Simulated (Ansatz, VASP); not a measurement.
**NaCl in two plane-wave programs**

One calculation is typed for both programs; each brings its own data sets and cutoff. How far apart do they land? The cell is taken from a series of VASP runs on this material, whose earlier steps may have relaxed, scaled or displaced it; both programs get it as it stands.

Main program and level: Ansatz 0.2.0; plane waves, with VASP 6.6.1 beside it; single point at PBEsol and band structure at PBEsol.

**1. The structure**

Symmetry: Fm-3m, No. 225, cubic system. Conventional cell: a = 5.595 Å, b = 5.595 Å, c = 5.595 Å, α = 90.00°, β = 90.00°, γ = 90.00°. Nearest to Na lie 6 Cl at 2.80 Å. Nearest to Cl lie 6 Na at 2.80 Å. Farther neighbours and most contacts between anions are not listed.

As a file:

```xyz
2
Lattice="0.0000 2.7974 2.7974 2.7974 0.0000 2.7974 2.7974 2.7974 0.0000" Properties=species:S:1:pos:R:3 pbc="T T T"
Na    0.0000    0.0000    0.0000
Cl    2.7974    2.7974    2.7974
```

**2. VASP: single point, PBEsol**

A single point gives forces, pressure and levels at one fixed geometry, so differences don't come from the geometry; what else differs is listed under the comparison.

Lines of VASP's logs that name or quote its potential files are left out, and so is its time.

Input file INCAR:

```
SYSTEM = NaCl
PREC = Accurate
ENCUT = 400
EDIFF = 1E-06
NELM = 100
ISMEAR = 0
SIGMA = 0.05
LREAL = .FALSE.
ALGO = Normal
GGA = PS
NBANDS = 13
LORBIT = 11
LWAVE = .FALSE.
LCHARG = .TRUE.
ISIF = 2
LELF = .TRUE.
LVHAR = .TRUE.
```

Input file POSCAR:

```
NaCl
1.0
    0.0000000000      2.7974399408      2.7974399408
    2.7974399408      0.0000000000      2.7974399408
    2.7974399408      2.7974399408      0.0000000000
Na Cl
1 1
Direct
    0.0000000000      0.0000000000      0.0000000000
    0.5000000000      0.5000000000      0.5000000000
```

Input file KPOINTS:

```
Automatic mesh
0
Gamma
7 7 7
0 0 0
```

PAW data sets: Na_pv and Cl (PBE family, release 64).

The run is started by

```console
> mpirun -np 2 vasp_std
```

Numbers of over 12 decimals in the logs are rounded to 6 here.

Log:

```text
[banner, memory and clock lines left out]
running    2 mpi-ranks, on    1 nodes
 distrk:  each k-point on    2 cores,    1 groups
 distr:  one band on    1 cores,    2 groups

 POSCAR found type information on POSCAR NaCl
 POSCAR found :  2 types and       2 ions
|                                                                             |
|               ----> ADVICE to this user running VASP <----                  |
|                                                                             |
|     You enforced a specific xc type in the INCAR file but a different       |
|     [... a line on the potential file left out ...]
|     I HOPE YOU KNOW WHAT YOU ARE DOING!                                     |
|                                                                             |

 LDA part: xc-table for (Slater+PW92), standard interpolation
|                                                                             |
|           W    W    AA    RRRRR   N    N  II  N    N   GGGG   !!!           |
|           W    W   A  A   R    R  NN   N  II  NN   N  G    G  !!!           |
|           W    W  A    A  R    R  N N  N  II  N N  N  G       !!!           |
|           W WW W  AAAAAA  RRRRR   N  N N  II  N  N N  G  GGG   !            |
|           WW  WW  A    A  R   R   N   NN  II  N   NN  G    G                |
|           W    W  A    A  R    R  N    N  II  N    N   GGGG   !!!           |
|                                                                             |
|     The number of bands has been changed from the values supplied in        |
|     The orbitals not found in the WAVECAR file will be initialized with     |
|     random numbers, which is usually adequate. For correlated               |
|     calculations, however, you should redo the groundstate calculation.     |
|     I found NBANDS = 13. Now, NBANDS = 14.                                  |
|                                                                             |

 POSCAR, INCAR and KPOINTS ok, starting setup
 FFT: planning ... GRIDC
 FFT: planning ... GRID_SOFT
 FFT: planning ... GRID
 WAVECAR not read
 entering main loop
       N       E                     dE             d eps       ncg     rms          rms(c)
DAV:   1     0.901004847994E+02    0.90100E+02   -0.61441E+03   560   0.843E+02
DAV:   2    -0.447391741418E+00   -0.90548E+02   -0.84261E+02   634   0.250E+02
DAV:   3    -0.705612692673E+01   -0.66087E+01   -0.65749E+01   722   0.638E+01
DAV:   4    -0.715621628652E+01   -0.10009E+00   -0.10006E+00   668   0.866E+00
DAV:   5    -0.715852854137E+01   -0.23123E-02   -0.23122E-02   718   0.130E+00    0.189E+00
DAV:   6    -0.700503922913E+01    0.15349E+00   -0.24666E-01   718   0.348E+00    0.135E+00
DAV:   7    -0.699462574177E+01    0.10413E-01   -0.61579E-02   760   0.163E+00    0.925E-01
DAV:   8    -0.699805100798E+01   -0.34253E-02   -0.75887E-03   620   0.791E-01    0.287E-01
DAV:   9    -0.699793310405E+01    0.11790E-03   -0.20906E-04   698   0.109E-01    0.166E-01
DAV:  10    -0.699796910239E+01   -0.35998E-04   -0.24540E-04   656   0.994E-02    0.501E-02
DAV:  11    -0.699796128146E+01    0.78209E-05   -0.15502E-05   734   0.302E-02    0.156E-02
DAV:  12    -0.699796079484E+01    0.48663E-06   -0.25865E-06   632   0.104E-02
   1 F= -.69979608E+01 E0= -.69979608E+01  d E =-.717269E-17
```

OUTCAR, selected parts (step 2):

```text
ion  position               nearest neighbor table
   1  0.000  0.000  0.000-
   2  0.500  0.500  0.500-

  LATTYP: Found a face centered cubic cell.
 ALAT       =     5.5948798816

 Subroutine GETGRP returns: Found 48 space group operations
 (whereof 48 operations were pure point group operations)

The static configuration has the point symmetry O_h .

 Found     20 irreducible k-points:

   k-points           NKPTS =     20   k-points in BZ     NKDIM =     20   number of bands    NBANDS=     14

   dimension x,y,z NGX =    28 NGY =   28 NGZ =   28
   dimension x,y,z NGXF=    56 NGYF=   56 NGZF=   56

   ENCUT  =  400.0 eV  29.40 Ry    5.42 a.u.   6.45  6.45  6.45*2*pi/ulx,y,z

   NELECT =      14.0000    total number of electrons

 k-points in reciprocal lattice and weights: Automatic mesh
   0.00000000  0.00000000  0.00000000       0.003
   0.14285714  0.00000000  0.00000000       0.023
   0.28571429  0.00000000  0.00000000       0.023
   0.42857143  0.00000000  0.00000000       0.023
   0.14285714  0.14285714  0.00000000       0.017
   0.28571429  0.14285714  0.00000000       0.070
   0.42857143  0.14285714  0.00000000       0.070
  -0.42857143  0.14285714  0.00000000       0.070
  -0.28571429  0.14285714  0.00000000       0.070
[...]
-0.42857143  0.42857143  0.14285714       0.070
  -0.28571429  0.42857143  0.14285714       0.070

 average (electrostatic) potential at core
       1 -46.9279       2 -93.5693

 E-fermi :  -0.3640

 k-point     1 :       0.0000    0.0000    0.0000
  band No.  band energies     occupation
    ...
      3     -21.2491      2.00000
      4     -13.3450      2.00000
      5      -0.6432      2.00000
      6      -0.6432      2.00000
      7      -0.6432      2.00000
      8       4.3762      0.00000
      9      10.3762      0.00000
     10      10.3762      0.00000
     11      10.3762      0.00000
     12      12.6299      0.00000
    ...

 k-point     2 :       0.1429    0.0000    0.0000
  band No.  band energies     occupation
    ...
      3     -21.2493      2.00000
      4     -13.2784      2.00000
      5      -1.1418      2.00000
      6      -0.6993      2.00000
      7      -0.6993      2.00000
      8       5.0252      0.00000
      9       9.6983      0.00000
     10      10.6211      0.00000
     11      10.6211      0.00000
     12      12.3280      0.00000
    ...

 k-point     3 :       0.2857    0.0000    0.0000
  band No.  band energies     occupation
    ...
      3     -21.2504      2.00000
      4     -13.1232      2.00000
      5      -2.0250      2.00000
      6      -0.8205      2.00000
      7      -0.8205      2.00000
      8       6.0918      0.00000
      9       9.2718      0.00000
     10      10.6202      0.00000
     11      10.6202      0.00000
     12      12.8756      0.00000
    ...

  Total       -0.0125226     -0.0125226     -0.0125226      0.0000000     -0.0000000      0.0000000
  in kB       -0.4582405     -0.4582405     -0.4582405      0.0000000     -0.0000000      0.0000000
  external PRESSURE =      -0.4582405 kB  Pullay stress =       0.0000000 kB

  energy-cutoff  :      400.00
  volume of cell :       43.78
      direct lattice vectors                 reciprocal lattice vectors
     0.000000000  2.797439941  2.797439941    -0.178734847  0.178734847  0.178734847
     2.797439941  0.000000000  2.797439941     0.178734847 -0.178734847  0.178734847
     2.797439941  2.797439941  0.000000000     0.178734847  0.178734847 -0.178734847

 POSITION                                       TOTAL-FORCE (eV/Angst)
 -----------------------------------------------------------------------------------
      0.00000      0.00000      0.00000        -0.000000      0.000000      0.000000
      2.79744      2.79744      2.79744         0.000000     -0.000000     -0.000000
 -----------------------------------------------------------------------------------
    total drift:                                0.000000      0.000000      0.000000

  FREE ENERGIE OF THE ION-ELECTRON SYSTEM (eV)
  ---------------------------------------------------
  free  energy   TOTEN  =        -6.9979607948 eV

  energy  without entropy=       -6.9979607948  energy(sigma->0) =       -6.99796079

 total charge
# of ion       s       p       d       tot
------------------------------------------
    1        0.045   5.983   0.000   6.028
    2        1.578   3.556   0.000   5.134
--------------------------------------------------
tot          1.623   9.539   0.000  11.162

[... 3 further parts left out ...]
```

The gap is read on the k-mesh alone, so it is an upper bound where the band edges lie off the mesh. The PAW data sets were made with PBE, which is usual practice but a small mismatch for other functionals.

**3. Ansatz: single point, PBEsol**

Ansatz runs on its default PAW (the set named soft_2) files.

The same cell, functional, mesh and smearing now go to Ansatz, which takes its cutoff from its data sets.

Input file input.yaml:

```yaml
crystal:
  lattice:
    - [0.0, 2.7974399408, 2.7974399408]
    - [2.7974399408, 0.0, 2.7974399408]
    - [2.7974399408, 2.7974399408, 0.0]
  atoms:
    - { symbol: Na, position: [0.0, 0.0, 0.0] }
    - { symbol: Cl, position: [0.5, 0.5, 0.5] }
hamiltonian:
  xc: pbesol
  pseudopotentials: { kind: paw }
kpoints:
  mp_grid: { grid: [7, 7, 7] }
scf:
  occupations: { method: gaussian, width: 0.05 }
  n_extra_bands: 4
output:
  forces: true
  stress: true
  eigenvalues: true
```

The run is started by

```console
> ansatz run input.yaml --threads 2 --pin off --max-ram 4608MiB --backend cpu --events-out ev --progress --plain --runs-dir out
```

Log:

```text
scf.n_extra_bands = 4 over 8 filled bands (N_el = 16.0): the run solves 12 bands
Engine: ansatz 0.2.0, x86_64-unknown-linux-gnu
Pseudopotentials: kind: paw
Pseudopotential: Na, paw, valence charge 9, recommended cutoff 420 eV (normal), Na.paw.azcp
Pseudopotential: Cl, paw, valence charge 7, recommended cutoff 420 eV (normal), Cl.paw.azcp
Functional definition: PBEsol
  exchange = pbesol_x
  correlation = pbesol_c
Crystal: 2 atoms, lattice volume = 43.784 Å³
Basis set: ecut = 420 eV, 869 PW (Γ), exchange–correlation on 54×54×54 points (8 copies of the dense FFT grid, shifted against one another)
Bands: 12, of which v1, the nominal top of the filled ones, is band 8 counted from 1 (7 counted from 0)
Symmetry: 48 space group operations
Space group: Fm-3m (ITA 225), of the structure as read, at distance tolerance 3.5e-5 Å
k-points: 20 of 343
Non-local potential: Na, projectors of the file, l = 0: 3, l = 1: 2, l = 2: 1
Non-local potential: Cl, projectors of the file, l = 0: 2, l = 1: 2, l = 2: 2
PAW form: soft (Blöchl's): semilocal exchange-correlation on the pseudo side does not see the compensation charge
PAW frozen core: Na, regenerated for the run's functional, and the local potential with it (the file was generated under x = pbe(κ = 0.804, μ = 0.219515), c = pbe(β = 0.066725))
PAW frozen core: Cl, regenerated for the run's functional, and the local potential with it (the file was generated under x = pbe(κ = 0.804, μ = 0.219515), c = pbe(β = 0.066725))
PAW one-centre angular grid: Na, 110 points (default); XC on 64 Gauss nodes
PAW one-centre angular grid: Cl, 110 points (default); XC on 64 Gauss nodes
Initial density: superposition of atomic densities (neutral atoms: chi_scale 0, normalization atom), corrected by the library's trained network
Initial wavefunctions: pseudopotential atomic-orbital guess
Functional: x = pbesol(κ = 0.804, μ = 0.123457), c = pbesol(β = 0.046)
SCF iter   1: F=—  HF=-2540.289476 eV  |F-HF|=—  |Δ(HF+E_count)|=         —  Δρ=2.87e-3  dr2=3.92e-3  ethr=1.77e-3  ⟨swp⟩=5.7  Hψ=1408  notcnv=0
preconditioner: auto → none  [insulator: Δε(μ)=4.970 eV  Ē_g=20.766 eV  σ=0.050 eV  W_gap=1.00  n_scr=14 (ndim 8)  ℏωp=21.0 eV  f_vac=0.027  D(μ)=0.00/eV (n_scr^D=0)  ε∞_Penn≈2.0]
SCF iter   2: F=—  HF=-2540.286781 eV  |F-HF|=—  |Δ(HF+E_count)|=   2.69e-3  Δρ=1.25e-3  dr2=8.61e-4  ethr=2.45e-5  ⟨swp⟩=2.8  Hψ=542  notcnv=0
SCF iter   3: F=—  HF=-2540.286721 eV  |F-HF|=—  |Δ(HF+E_count)|=   6.00e-5  Δρ=7.92e-4  dr2=3.79e-4  ethr=5.38e-6  ⟨swp⟩=2.1  Hψ=328  notcnv=0
SCF iter   4: F=—  HF=-2540.286587 eV  |F-HF|=—  |Δ(HF+E_count)|=   1.34e-4  Δρ=1.52e-4  dr2=7.83e-6  ethr=2.37e-6  ⟨swp⟩=2.0  Hψ=307  notcnv=0
SCF iter   5: F=—  HF=-2540.286608 eV  |F-HF|=—  |Δ(HF+E_count)|=   2.05e-5  Δρ=6.15e-5  dr2=2.95e-6  ethr=4.89e-8  ⟨swp⟩=2.0  Hψ=380  notcnv=0
SCF iter   6: F=—  HF=-2540.286607 eV  |F-HF|=—  |Δ(HF+E_count)|=   6.09e-7  Δρ=2.73e-5  dr2=5.71e-7  ethr=1.84e-8  ⟨swp⟩=2.0  Hψ=305  notcnv=0
SCF iter   7: F=-2540.286607 eV  HF=-2540.286607 eV  |F-HF|=2.50e-8  |Δ(HF+E_count)|=   1.44e-7  Δρ=7.07e-6  dr2=3.83e-8  ethr=6.25e-10  ⟨swp⟩=2.9  Hψ=807  notcnv=0
SCF 1 converged in 7 iterations: F = -2540.286607 eV  dr2 = 3.83e-8
  greatest PAW one-centre occupation: 0.999 electrons in one spin orbital (limit 2), on the Na atom at site 0 (counted from 0), in its partial waves of l = 0
SCF converged after 7 iterations
Free energy (F): -2540.286607 eV
Harris-Foulkes:  -2540.286607 eV  (|F-HF|=2.50e-8)
Internal energy: -2540.286607 eV  (E = F + TS)
E sigma→0 (E₀):  -2540.286607 eV
Fermi energy:    3.745996 eV
--- Per-component energies (eV) ---
  E_band       = -230.964170
  E_kinetic    = 282.665223
  E_local      = -1517.503303  (includes V_loc(G=0)·N_el)
  E_nonlocal   = 144.830219
  E_hartree    = 533.634851
  E_xc         = -145.020043
  E_vxc        = -171.883812  (∫ρ·V_xc dr)
  E_paw        = -895.323466  (= ΣΔE_a)
  E_vpaw       = -36.344383  (= ΣTr[D̂ρ^β])
  E_aug_tail   = 0.000081  (compensation charges beyond the density's cutoff)
  E_ewald      = -943.703296
  E_core_change = 0.133126  (= ΣΔE_core)
  E_smearing   = -0.000000  (= −TS)
  E_closure    = -0.000000  (closes the sum)
  Σ components = -2540.286607   (vs F -2540.286607, Δ=0.00e0)
--- Forces (eV/Å), atoms counted from 1 ---
  atom   1  Na    -0.00000000    -0.00000000     0.00000000
  atom   2  Cl     0.00000000    -0.00000000     0.00000000
  max |Σ_I F_I| component: 3.30e-30 eV/Å
--- Stress (GPa, compression-positive) ---
        0.100595      -0.000000       0.000000
       -0.000000       0.100595      -0.000000
        0.000000       0.000000       0.100595
  P = ⅓ Tr σ = 0.1006 GPa (1.006 kbar)
--- Band table (eV; the first three rows and the last of 20) ---
  k-point 0: bands = [... 4 lower, -11.4637, 1.2333, 1.2333, 1.2333, 6.2582, 12.1503, 12.1503, 12.1503]
  k-point 1: bands = [... 4 lower, -11.3979, 0.7360, 1.1772, 1.1772, 6.9059, 11.5057, 12.3915, 12.3915]
  k-point 2: bands = [... 4 lower, -11.2443, -0.1449, 1.0562, 1.0562, 7.9665, 11.1117, 12.3916, 12.3916]
  k-point 19: bands = [... 4 lower, -11.0324, -0.1134, -0.0428, 0.5773, 9.9257, 10.4115, 11.1552, 12.9064]
```

It took 0.29 s on 2 threads of Intel Xeon 6975P-C (Granite Rapids), shared host; peak memory 0.34 GiB.

The run ends at a pressure of 0.10 GPa.

**4. Comparison**

Known differences besides the potentials themselves: the data sets hold 16 valence electrons in Ansatz (default PAW (the set named soft_2) files) and 14 in VASP; the cutoff is 420 eV in Ansatz and 400 eV in VASP; Ansatz makes its cores anew for this functional, VASP keeps those of its PBE data sets; VASP leaves aspherical gradient terms in its spheres out (LASPH is not set), Ansatz keeps them. Total energies have different zeros and are not compared.

Compared:

```csv
quantity,Ansatz,VASP,difference
pressure (GPa),0.10,-0.05,+0.15
gap on the k mesh (eV),5.025,5.019,+0.005
```

A gap on the mesh is an upper bound, since the band edges may lie between its points.

[end of part 1 of 2]

[Lines on the potential files, build, host, timing and source positions are cut from VASP's logs without a mark.]

[Logs are printed without paths, hosts, clocks, repeated set-up lines and the standing remarks that a program may print on its own settings, such as how far it seeks lower states.]

[Hosts, paths, dates, database ids (printed as entryN), source tags and the programs' standing remarks are cut or masked in the printed files.]
